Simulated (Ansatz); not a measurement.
## Ge: sound and stiffness along [100], [110] and [111]

The calculation used DFT PBE, scalar-relativistic, plane waves, PAW (Ansatz). Cutoff 420 eV, 14×14×14 k-points (Γ-centred), Fermi-Dirac smearing of 0.15 eV. No spin polarisation.

Relaxed structure:
```xyz
2
Lattice="0.0000 2.8818 2.8818 2.8818 0.0000 2.8818 2.8818 2.8818 0.0000" Properties=species:S:1:pos:R:3 pbc="T T T"
Ge    0.0000    0.0000    0.0000
Ge    1.4409    1.4409    1.4409
```

In a metal, frequencies and elastic constants depend on the k mesh and the smearing, soft modes and shear constants most.

With ions relaxed, on the cubic axes: C11 = 101.7, C12 = 36.7, C44 = 52.1 GPa. The density is 5.039 g/cm³.

Q: Is the crystal stable against strain, and how anisotropic is it?

A: Born's conditions hold: C11 + 2C12 = 175.0, C11 − C12 = 65.0 and C44 = 52.1 GPa are all positive. B = (C11 + 2C12)/3 = 58.3 GPa. The two shear moduli are C44 and C′ = (C11 − C12)/2 = 32.5 GPa, so Zener's ratio is A = C44/C′ = 1.60: the tetragonal shear C′ is the soft one, as in many fcc and bcc metals and zincblende crystals. The Cauchy pressure C12 − C44 is -15.5 GPa; it would vanish for pair forces between atoms on inversion centres at zero pressure, and a negative value is usual with directional bonding, though many-body forces give one in some ionic oxides too.

Q: Give the sound speeds along the three symmetry directions.

A: The Christoffel equation gives ρv² for each branch:
```
direction branch                    ρv²    GPa v (m/s)
    [100]              L                    C11  101.7     4492
    [100]         T (×2) C44   52.1     3217
    [110]              L   (C11 + C12 + 2C44)/2  121.3     4906
    [110]   T, u ∥ [001]                    C44   52.1     3217
    [110]  T, u ∥ [1-10]          (C11 − C12)/2   32.5     2540
    [111]              L  (C11 + 2C12 + 4C44)/3  127.9     5037
    [111]         T (×2) (C11 − C12 + C44)/3   39.0     2784
```

Q: How does Young's modulus depend on direction?

A: Inverting gives S11 = 12.161, S12 = -3.224, S44 = 19.179 TPa⁻¹. Along a unit vector (l, m, n), 1/E = S11 − 2(S11 − S12 − S44/2)(l²m² + m²n² + n²l²), where the last bracket is 0, 1/4 and 1/3 for [100], [110] and [111]: E = 82, 108 and 121 GPa. With A > 1 the body diagonal is stiffest. For a film on (001), the biaxial modulus is C11 + C12 − 2C12²/C11 = 112 GPa and the normal strain is −2C12/C11 = -0.72 times the in-plane one.

The bands only touch here, so at this level the crystal is a zero-gap semiconductor or semimetal, not an ordinary metal; spin–orbit coupling, left out, can open or move such a gap.

Cost: 2 runs of about 11 core-minutes in all, on Intel Xeon Processor @ 2.50GHz (Skylake/Cascade Lake) (shared hosts).

Germanium is stiffest along its bonds: longitudinal sound speeds up from [100] through [110] to [111], while the slowest wave is the [110] shear polarised along [1-10]. The tetrahedral sp³ network explains this. A tetragonal shear leaves the bond lengths unchanged to first order and is resisted mainly by bond-angle bending, whereas the shear governed by C44 also stretches and compresses bonds, even after the two sublattices shift to relieve part of the strain.

All three elastic constants lie below the measured ones, probably because PBE underbinds germanium and gives too large a lattice parameter. The anisotropy should suffer less than the absolute speeds, since the softening affects both shear moduli. The touching bands also conflict with experiment: germanium is a semiconductor with an indirect gap. Semilocal functionals underestimate that gap, and the expanded lattice lowers the antibonding s-like conduction state at Γ further. The positive elastic constants establish stability against small homogeneous strains, not against phonons of finite wavevector.
